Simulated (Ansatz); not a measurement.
## TaC: what relativity and spin–orbit coupling change

```xyz
2
Lattice="0.0000 2.2270 2.2270 2.2270 0.0000 2.2270 2.2270 2.2270 0.0000" Properties=species:S:1:pos:R:3 pbc="T T T"
Ta    0.0000    0.0000    0.0000
C     2.2270    2.2270    2.2270
```

Atoms are numbered in the order listed.

The cell is COD entry 9008731, as deposited and not checked against the literature; nothing was relaxed.

Spin polarisation is left out, and whether a magnetic state lies lower isn't shown here.

One fixed cell is solved with PBE by full-potential LAPW in Ansatz 0.2.0 under different relativistic treatments. Pressure is positive in compression.

Numerical set-up: a Γ-centred 16×16×16 k mesh, Fermi–Dirac smearing of 0.05 eV, basis error target 1 meV/atom, no spin polarisation.

```json
{"setting": "scalar-relativistic", "P (GPa)": "4.76"}
{"setting": "non-relativistic", "P (GPa)": "20.93"}
{"setting": "with spin–orbit coupling", "P (GPa)": "?"}
{"setting": "scalar-relativistic, inner shells corrected to Dirac", "P (GPa)": "?"}
```

Question: What belongs in the row "scalar-relativistic, inner shells corrected to Dirac", column "P (GPa)"?

Answer: 4.85.

Question: Fill in "P (GPa)" for the row "with spin–orbit coupling".

Answer: 4.36.
